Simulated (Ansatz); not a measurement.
## AlAs: pressure against volume per atom

All results are calculated (Ansatz 0.2.0). Periodic Kohn-Sham DFT of a crystal at fixed atoms; pressure and stress are positive in compression; the energy is the free energy less that of spherical unpolarised free atoms; site moments are those in the method's own spheres, positive along +z.

Cell of the first row (space group F-43m, No. 216):
```
AlAs
1.0
      0.0000     2.7726     2.7726
      2.7726     0.0000     2.7726
      2.7726     2.7726     0.0000
Al As
1 1
Direct
  0.00000 0.00000 0.00000
  0.75000 0.75000 0.75000
```

Settings of every row: method all-electron PAW; functional PBE; relativity scalar; k mesh 10x10x10; filling fermi-dirac; smearing width 0.05 eV; nucleus gaussian.

Atom start moment: 0 on all atoms.

| row | volume per atom (Å³) | pressure (GPa) |
| --- | --- | --- |
| 1 | 21.314 | 8.03 |
| 2 | 21.326 | 7.977 |
| 3 | 21.768 | ? |
| 4 | 22.221 | 4.204 |
| 5 | 22.448 | 3.363 |
| 6 | 22.675 | 2.564 |
| 7 | 22.902 | 1.806 |
| 8 | 23.128 | 1.085 |
| 9 | 23.582 | -0.251 |
| 10 | 24.035 | -1.456 |

Question: what pressure should row 3 give?

Worked fit of pressure. Take u = (V_r/V)^(2/3) − 1 with V_r = 22.675 Å³ an atom, which is twice the finite (Eulerian) strain; such expansions in the strain, on which the Birch-Murnaghan equation of state is built, carry the rest volume and the bulk modulus. The shown rows have u = 0.04213, 0.04174, 0.01357, 0.00673, 0, -0.00662, -0.0131, -0.02581, -0.03809. Least squares give pressure = 2.5641 + 116.722 × u + 301.23 × u² + 202 × u³ GPa; a parabola predicts inner rows, each left out in turn, worse (root mean square 0.0033 against 0.0015 GPa). The rows lie off it by -0.001, 0.001, 0.000, 0.000, 0.000, 0.001, -0.001, 0.000, 0.000. The pressure vanishes at u = -0.0234, or V = 23.49 Å³ an atom, and there the bulk modulus at fixed shape and fractions is B = −V dP/dV = (2/3)(1 + u) dP/du = 67.1 GPa. The withheld row has u = 0.02759, so the fit gives 2.5641 + 116.722 × (0.02759) + 301.23 × (0.02759)² + 202 × (0.02759)³ = 6.018 GPa.

The calculation gave 6.019 GPa. The fit lies 0.001 GPa (0.011 % of the column's range) below it, one unit of the last digit.
